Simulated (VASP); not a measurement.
# SiC (P6_3mc) in VASP: a series of runs

The runs below take SiC through dielectric tensor, band structure, with PBE, LDA.

Everything below comes from runs of VASP 6.6.1. Logs are shortened: lines on timing, memory, paths and dates and some standing lists are left out, and cuts for length are marked.

## 1. Starting point

The structure is hexagonal, space group P6_3mc (No. 186). The conventional cell has a = 3.093 Å, b = 3.093 Å, c = 10.126 Å, α = 90.00°, β = 90.00°, γ = 120.00°. Si (site symmetry 3m) has 4 C at 1.89 to 1.90 Å as nearest neighbours. Si (site symmetry 3m) has 4 C at 1.89 to 1.90 Å as nearest neighbours. C (site symmetry 3m) is surrounded by 4 Si at 1.89 to 1.90 Å. C (site symmetry 3m) is surrounded by 4 Si at 1.89 to 1.90 Å.

The cell is a database's computed one.

## 2. Dielectric tensor, PBE

File INCAR:

```
SYSTEM = SiC
PREC = Accurate
ENCUT = 450
EDIFF = 1E-8
ISMEAR = 0
SIGMA = 0.02
LREAL = .FALSE.
LASPH = .TRUE.
NELM = 120
ALGO = Fast
ISIF = 2
LWAVE = .FALSE.
LCHARG = .FALSE.
GGA = PE
LEPSILON = .TRUE.
IBRION = 8
KPAR = 4
```

File KPOINTS:

```
Automatic mesh
0
G
  12 12 4
  0 0 0
```

File POSCAR:

```
SiC                                     
1.0
    3.0930981129     -0.0000000003      0.0000000000
   -1.5465491070      2.6787016187      0.0000000000
    0.0000000000      0.0000000000     10.1260778681
  Si              C             
     4     4
Direct
     0.6666666699999979    0.3333333300000021    0.9378466831673222
     0.3333333300000021    0.6666666699999979    0.4378466831673222
     0.0000000000000000    0.0000000000000000    0.6878972390009039
     0.0000000000000000    0.0000000000000000    0.1878972390009039
     0.6666666699999979    0.3333333300000021    0.7498073541952124
     0.3333333300000021    0.6666666699999979    0.2498073541952124
     0.0000000000000000    0.0000000000000000    0.5004477236365616
     0.0000000000000000    0.0000000000000000    0.0004477236365616
```

Potentials or basis: VASP PAW PBE potentials, release 64 (Si, C).

The run is started by

```sh
cat potpaw_PBE.64/Si/POTCAR potpaw_PBE.64/C/POTCAR > POTCAR
mpirun -np 4 vasp_std > vasp.out
```

OUTCAR:

```text
SYSTEM = SiC
   PREC = Accurate
   ENCUT = 450
   EDIFF = 1E-8
   ISMEAR = 0
   LREAL = .FALSE.
   LASPH = .TRUE.
   NELM = 120
   ISIF = 2
   GGA = PE
   LEPSILON = .TRUE.
   IBRION = 8

 ion  position               nearest neighbor table
   1  0.667  0.333  0.938-   8 1.89   8 1.89   8 1.89   5 1.90   3 3.10   3 3.10   3 3.10   4 3.10
                             4 3.10   4 3.10
   2  0.333  0.667  0.438-   7 1.89   7 1.89   7 1.89   6 1.90   4 3.10   4 3.10   4 3.10   3 3.10
                             3 3.10   3 3.10
   3  0.000  0.000  0.688-   5 1.89   5 1.89   5 1.89   7 1.90   1 3.10   1 3.10   1 3.10   2 3.10
                             2 3.10   2 3.10
   4  0.000  0.000  0.188-   6 1.89   6 1.89   6 1.89   8 1.90   2 3.10   2 3.10   2 3.10   1 3.10
                             1 3.10   1 3.10
   5  0.667  0.333  0.750-   3 1.89   3 1.89   3 1.89   1 1.90
   6  0.333  0.667  0.250-   4 1.89   4 1.89   4 1.89   2 1.90
   7  0.000  0.000  0.500-   2 1.89   2 1.89   2 1.89   3 1.90
   8  0.000  0.000  0.000-   1 1.89   1 1.89   1 1.89   4 1.90

  LATTYP: Found a hexagonal cell.
 ALAT       =     3.0930981129
 C/A-ratio  =     3.2737654929

  Lattice vectors:

 A1 = (   3.0930981129,  -0.0000000003,   0.0000000000)
 A2 = (  -1.5465491070,   2.6787016187,   0.0000000000)
 A3 = (   0.0000000000,   0.0000000000,  10.1260778681)

Analysis of symmetry for initial positions (statically):
=====================================================================
 Subroutine PRICEL returns:
 Original cell was already a primitive cell.

 Routine SETGRP: Setting up the symmetry group for a
 hexagonal supercell.

 Subroutine GETGRP returns: Found 12 space group operations
 (whereof  6 operations were pure point group operations)
[... 922 lines left out ...]
 ------------------------------------
               1X          1Y          1Z          2X          2Y          2Z          3X          3Y          3Z          4X          4Y          4Z          5X          5Y          5Z          6X          6Y          6Z          7X          7Y          7Z          8X          8Y          8Z
  1X   -19.262978    0.000000   -0.000000   -0.103191    0.000000    0.000000    0.310421   -0.000000    0.000000    0.343579   -0.000000    0.000000    2.147236   -0.000000   -0.000000   -0.106821    0.000000   -0.000000    0.236657   -0.000000    0.000000   16.435096   -0.000000   -0.000000
  1Y     0.000000  -19.262979   -0.000000    0.000000   -0.103191    0.000000   -0.000000    0.310421    0.000000   -0.000000    0.343579    0.000000   -0.000000    2.147236    0.000000    0.000000   -0.106821    0.000000   -0.000000    0.236657    0.000000   -0.000000   16.435097    0.000000
  1Z     0.000000   -0.000000  -29.531508    0.000000    0.000000    2.192437    0.000000    0.000000    4.451853    0.000000    0.000000    4.665940   -0.000000   -0.000000   10.278906    0.000000   -0.000000   -1.526627   -0.000000    0.000000   -2.315772   -0.000000    0.000000   11.784771
  2X    -0.103191    0.000000   -0.000000  -19.262978    0.000000    0.000000    0.343579   -0.000000   -0.000000    0.310421   -0.000000   -0.000000   -0.106821    0.000000    0.000000    2.147236   -0.000000    0.000000   16.435096   -0.000000    0.000000    0.236657   -0.000000   -0.000000
  2Y     0.000000   -0.103191   -0.000000    0.000000  -19.262979    0.000000   -0.000000    0.343579   -0.000000   -0.000000    0.310421   -0.000000    0.000000   -0.106821   -0.000000   -0.000000    2.147236   -0.000000   -0.000000   16.435097    0.000000   -0.000000    0.236657    0.000000
  2Z     0.000000   -0.000000    2.192437    0.000000    0.000000  -29.531508    0.000000   -0.000000    4.665940   -0.000000    0.000000    4.451853    0.000000    0.000000   -1.526627    0.000000    0.000000   10.278906    0.000000   -0.000000   11.784771    0.000000   -0.000000   -2.315772
  3X     0.308643   -0.000000    0.000000    0.341546   -0.000000   -0.000000  -19.438935    0.000000    0.000000    0.052641   -0.000000   -0.000000   16.425473   -0.000000    0.000000    0.214901   -0.000000   -0.000000    2.095355   -0.000000    0.000000    0.000375   -0.000000    0.000000
  3Y    -0.000000    0.308643    0.000000   -0.000000    0.341546   -0.000000    0.000000  -19.438936    0.000000   -0.000000    0.052641   -0.000000   -0.000000   16.425474    0.000000   -0.000000    0.214901   -0.000000   -0.000000    2.095355    0.000000   -0.000000    0.000375    0.000000
  3Z     0.000000    0.000000    4.429549    0.000000    0.000000    4.689985    0.000000    0.000000  -29.670417    0.000000    0.000000    2.755673   -0.000000   -0.000000   11.512206   -0.000000   -0.000000   -2.425820    0.000000    0.000000   10.454281    0.000000    0.000000   -1.745456
  4X     0.341546   -0.000000    0.000000    0.308643   -0.000000    0.000000    0.052641   -0.000000    0.000000  -19.438935    0.000000    0.000000    0.214901   -0.000000    0.000000   16.425473   -0.000000   -0.000000    0.000375   -0.000000    0.000000    2.095355   -0.000000   -0.000000
  4Y    -0.000000    0.341546    0.000000   -0.000000    0.308643   -0.000000   -0.000000    0.052641    0.000000    0.000000  -19.438936   -0.000000   -0.000000    0.214901    0.000000   -0.000000   16.425474   -0.000000   -0.000000    0.000375   -0.000000   -0.000000    2.095355   -0.000000
  4Z    -0.000000   -0.000000    4.689985    0.000000   -0.000000    4.429549    0.000000    0.000000    2.755673   -0.000000   -0.000000  -29.670417    0.000000    0.000000   -2.425820    0.000000    0.000000   11.512206   -0.000000   -0.000000   -1.745456    0.000000   -0.000000   10.454281
  5X     2.141542   -0.000000    0.000000   -0.112431    0.000000    0.000000   16.429599   -0.000000    0.000000    0.216502   -0.000000   -0.000000  -18.965153    0.000000    0.000000    0.084387   -0.000000    0.000000    0.256460   -0.000000   -0.000000   -0.050905    0.000000   -0.000000
  5Y    -0.000000    2.141542    0.000000    0.000000   -0.112431    0.000000   -0.000000   16.429600   -0.000000   -0.000000    0.216502   -0.000000    0.000000  -18.965155    0.000000   -0.000000    0.084387    0.000000   -0.000000    0.256460    0.000000    0.000000   -0.050905    0.000000
  5Z     0.000000    0.000000   10.291752   -0.000000    0.000000   -1.543362    0.000000    0.000000   11.552393    0.000000   -0.000000   -2.462457   -0.000000    0.000000  -25.730589   -0.000000   -0.000000    2.242426   -0.000000    0.000000    2.760598    0.000000    0.000000    2.889239
  6X    -0.112431    0.000000   -0.000000    2.141542   -0.000000   -0.000000    0.216502   -0.000000    0.000000   16.429599   -0.000000    0.000000    0.084387   -0.000000    0.000000  -18.965153    0.000000   -0.000000   -0.050905    0.000000    0.000000    0.256460   -0.000000    0.000000
  6Y     0.000000   -0.112431    0.000000   -0.000000    2.141542   -0.000000   -0.000000    0.216502    0.000000   -0.000000   16.429600    0.000000   -0.000000    0.084387    0.000000    0.000000  -18.965155    0.000000    0.000000   -0.050905    0.000000   -0.000000    0.256460    0.000000
  6Z     0.000000   -0.000000   -1.543362   -0.000000   -0.000000   10.291752   -0.000000    0.000000   -2.462457   -0.000000   -0.000000   11.552393    0.000000    0.000000    2.242426    0.000000   -0.000000  -25.730589   -0.000000   -0.000000    2.889239    0.000000    0.000000    2.760598
  7X     0.241920   -0.000000    0.000000   16.442921   -0.000000   -0.000000    2.090006   -0.000000    0.000000   -0.006274    0.000000    0.000000    0.255048   -0.000000   -0.000000   -0.052693    0.000000   -0.000000  -18.970470    0.000000    0.000000   -0.000458    0.000000   -0.000000
  7Y    -0.000000    0.241920   -0.000000   -0.000000   16.442922    0.000000   -0.000000    2.090006    0.000000    0.000000   -0.006274    0.000000   -0.000000    0.255048   -0.000000    0.000000   -0.052693    0.000000    0.000000  -18.970471    0.000000    0.000000   -0.000458    0.000000
  7Z    -0.000000    0.000000   -2.320896   -0.000000   -0.000000   11.788673   -0.000000   -0.000000   10.448533   -0.000000   -0.000000   -1.748771    0.000000    0.000000    2.766448    0.000000    0.000000    2.885145   -0.000000    0.000000  -26.182556    0.000000   -0.000000    2.363424
  8X    16.442921   -0.000000    0.000000    0.241920   -0.000000   -0.000000   -0.006274    0.000000    0.000000    2.090006   -0.000000   -0.000000   -0.052693    0.000000    0.000000    0.255048   -0.000000    0.000000   -0.000458    0.000000    0.000000  -18.970470    0.000000   -0.000000
  8Y    -0.000000   16.442922    0.000000   -0.000000    0.241920    0.000000    0.000000   -0.006274   -0.000000   -0.000000    2.090006   -0.000000    0.000000   -0.052693    0.000000   -0.000000    0.255048    0.000000    0.000000   -0.000458    0.000000    0.000000  -18.970471   -0.000000
  8Z     0.000000    0.000000   11.788673    0.000000   -0.000000   -2.320896    0.000000    0.000000   -1.748771    0.000000    0.000000   10.448533   -0.000000   -0.000000    2.885145    0.000000    0.000000    2.766448   -0.000000   -0.000000    2.363424    0.000000    0.000000  -26.182556

 Eigenvectors and eigenvalues of the dynamical matrix
 ----------------------------------------------------

   1 f  =   26.849430 THz   168.699943 2PiTHz  895.600574 cm-1   111.040269 meV
             X         Y         Z           dx          dy          dz
      1.546549  0.892901  9.496709    -0.000000    0.000000   -0.187084
     -0.000000  1.785801  4.433670     0.000000   -0.000000    0.187084
      0.000000  0.000000  6.965701     0.000000   -0.000000    0.291438
      0.000000  0.000000  1.902662     0.000000    0.000000   -0.291438
      1.546549  0.892901  7.592608     0.000000   -0.000000   -0.173139
     -0.000000  1.785801  2.529569    -0.000000   -0.000000    0.173139
      0.000000  0.000000  5.067573    -0.000000    0.000000   -0.591681
      0.000000  0.000000  0.004534     0.000000   -0.000000    0.591681
[... 243 lines left out ...]
  24 f/i=    0.001757 THz     0.011041 2PiTHz    0.058616 cm-1     0.007268 meV
             X         Y         Z           dx          dy          dz
      1.546549  0.892901  9.496709     0.000000   -0.000000    0.418456
     -0.000000  1.785801  4.433670     0.000000   -0.000000    0.418456
      0.000000  0.000000  6.965701     0.000000   -0.000000    0.418432
      0.000000  0.000000  1.902662     0.000000   -0.000000    0.418432
      1.546549  0.892901  7.592608     0.000000   -0.000000    0.273672
     -0.000000  1.785801  2.529569     0.000000   -0.000000    0.273672
      0.000000  0.000000  5.067573     0.000000   -0.000000    0.273702
      0.000000  0.000000  0.004534     0.000000   -0.000000    0.273702

--------------------------------------------------------------------------------------------------------

 MACROSCOPIC STATIC DIELECTRIC TENSOR IONIC CONTRIBUTION
 ------------------------------------------------------
           3.270021    -0.000000    -0.000000
          -0.000000     3.270021     0.000000
          -0.000000     0.000000     3.653427
 ------------------------------------------------------

 ELASTIC MODULI CONTR FROM IONIC RELAXATION (kBar)
 Direction    XX          YY          ZZ          XY          YZ          ZX
 --------------------------------------------------------------------------------
 XX        -415.9689    239.6316    171.4252      0.0000      0.0000     -0.0000
 YY         239.6316   -415.9689    171.4252      0.0000      0.0000      0.0000
 ZZ         171.4252    171.4252   -334.3922     -0.0000      0.0000     -0.0000
 XY           0.0000      0.0000     -0.0000   -327.8002      0.0000      0.0000
 YZ           0.0000     -0.0000      0.0000      0.0000    -89.5362      0.0000
 ZX          -0.0000      0.0000     -0.0000      0.0000      0.0000    -95.8664
 --------------------------------------------------------------------------------

 PIEZOELECTRIC TENSOR IONIC CONTR  for field in x, y, z        (C/m^2)
          XX          YY          ZZ          XY          YZ          ZX
  --------------------------------------------------------------------------------
  x     0.00000    -0.00000     0.00000    -0.00000    -0.00000     0.52521
  y    -0.00000     0.00000    -0.00000    -0.00000     0.50727    -0.00000
  z     0.53288     0.53288    -1.03844    -0.00000     0.00000    -0.00000
```

Wall time 15 min (4 MPI ranks of Intel Xeon 6975P-C (Granite Rapids), shared host); peak memory 0.98 GiB.

Results:

- Band gap on the k mesh: 2.22 eV, indirect (least direct gap 3.34 eV)
- Electronic dielectric tensor (diagonal): 7.03, 7.03, 7.32
- Born charges (mean of the diagonal): Si +2.65, +2.74; C -2.70, -2.69 e
- Highest phonon frequency at Γ, LO-TO splitting left out: 896 cm⁻¹

Phonon frequencies in cm⁻¹ (negative: imaginary):
```
              q point                                                                                frequencies
(0.000, 0.000, 0.000)  0 0 0 191 191 198 198 258 258 391 399 592 749 749 757 757 763 765 765 778 778 815 887 896
```

Electronic dielectric tensor:
```
7.03 0.00 0.00
0.00 7.03 0.00
0.00 0.00 7.32
```

Born effective charge tensors (e):
atom 1, Si
```
2.66 0.00 0.00
0.00 2.66 0.00
0.00 0.00 2.62
```
atom 2, Si
```
2.66 0.00 0.00
0.00 2.66 0.00
0.00 0.00 2.62
```
atom 3, Si
```
2.67 0.00 0.00
0.00 2.67 0.00
0.00 0.00 2.90
```
atom 4, Si
```
2.67 0.00 0.00
0.00 2.67 0.00
0.00 0.00 2.90
```
atom 5, C
```
-2.69  0.00  0.00
 0.00 -2.69  0.00
 0.00  0.00 -2.72
```
atom 6, C
```
-2.69  0.00  0.00
 0.00 -2.69  0.00
 0.00  0.00 -2.72
```
atom 7, C
```
-2.64  0.00  0.00
 0.00 -2.64  0.00
 0.00  0.00 -2.79
```
atom 8, C
```
-2.64  0.00  0.00
 0.00 -2.64  0.00
 0.00  0.00 -2.79
```

(Part 1 of 2 ends here.)
